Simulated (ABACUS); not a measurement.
Crystal: Ta2N.

```
Ta N
1.0
     3.11286    0.00000    0.00000
    -1.55643    2.69582    0.00000
     0.00000    0.00000    4.86984
Ta N
2 1
Direct
  0.33333 0.66667 0.25471
  0.66667 0.33333 0.74529
  0.00000 0.00000 0.00000
```

The cell comes from a database or a generator and needn't be the stable form of this composition.

Base run:

```yaml
Program: ABACUS 3.10.1
Functional: PBE
Potentials_or_basis: PseudoDojo NC SR 0.4.1 PBE standard
Cutoff: 1143 eV
Density_cutoff: 4572 eV
Basis: plane waves
k_mesh: 10 × 10 × 6
Occupations: fermi-dirac, width 0.05 eV
Spin: no spin polarisation
```

Its results: band gap on the k mesh none (metal or under the smearing width); pressure -1.4 GPa; largest force 0.008 eV/Å.

Task: The run is repeated on the same cell with these changes: cutoff from 1143 eV to 1361 eV; density cutoff from 4572 eV to 5442 eV; basis from plane waves to DZP LCAO (the cutoffs set its grid). What comes out?

Result: Band gap on the k mesh none (metal or under the smearing width); pressure -0.7 GPa; largest force 0.127 eV/Å.

Caveats: there are fewer bands than atomic start orbitals, so a level may be missed at k points of high symmetry (some runs); the atomic orbitals were generated for these runs and aren't a published set (some runs); the basis of atomic orbitals isn't converged, which shifts pressures, moduli and gaps (some runs).

Not every run made on this cell is shown here.
